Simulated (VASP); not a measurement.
Here is a VASP 6.6.1 calculation.

File INCAR:

```
ALGO     = Normal         # electronic algorithm
EDIFF    = 1E-7           # SCF threshold, eV
ENCUT    = 520            # plane-wave cutoff, eV
GGA      = PS             # functional
ISIF     = 2              # what is computed and relaxed
ISMEAR   = -1             # smearing method
LASPH    = True           # aspherical terms in the spheres
LCHARG   = True           # write CHGCAR
LELF     = True           # ELF
LREAL    = False          # projectors in reciprocal space
LVHAR    = True         
LWAVE    = False          # write WAVECAR
NBANDS   = 16             # bands
NELM     = 80             # most SCF steps
PREC     = Accurate       # precision mode
SIGMA    = 0.05           # smearing width, eV
```

Contents of KPOINTS:

```
k-points
0
Gamma
  10 10 8
```

Contents of POSCAR:

```
ZrB2
1.0
    3.1700000000      0.0000000000      0.0000000000
   -1.5850000000      2.7453005300      0.0000000000
    0.0000000000      0.0000000000      3.5330000000
Zr B
1 2
Direct
    0.0000000000      0.0000000000      0.0000000000
    0.6666666667      0.3333333333      0.5000000000
    0.3333333333      0.6666666667      0.5000000000
```

Potentials or basis: VASP PAW PBE potentials, release 64 (Zr_sv, B).

Run with:

```bash
$ cat potpaw_PBE.64/Zr_sv/POTCAR potpaw_PBE.64/B/POTCAR > POTCAR
$ mpirun -np 1 vasp_std > vasp.out
```

Predict the pressure.

-3.8 GPa.

Predict the band gap on the k mesh.

none (metal or under the smearing width).

Stress tensor (GPa, compression positive):
```
-3.72  0.00  0.00
 0.00 -3.72  0.00
 0.00  0.00 -3.83
```

Caveat: the PAW data sets were made with another functional, which shifts forces and pressure a little.
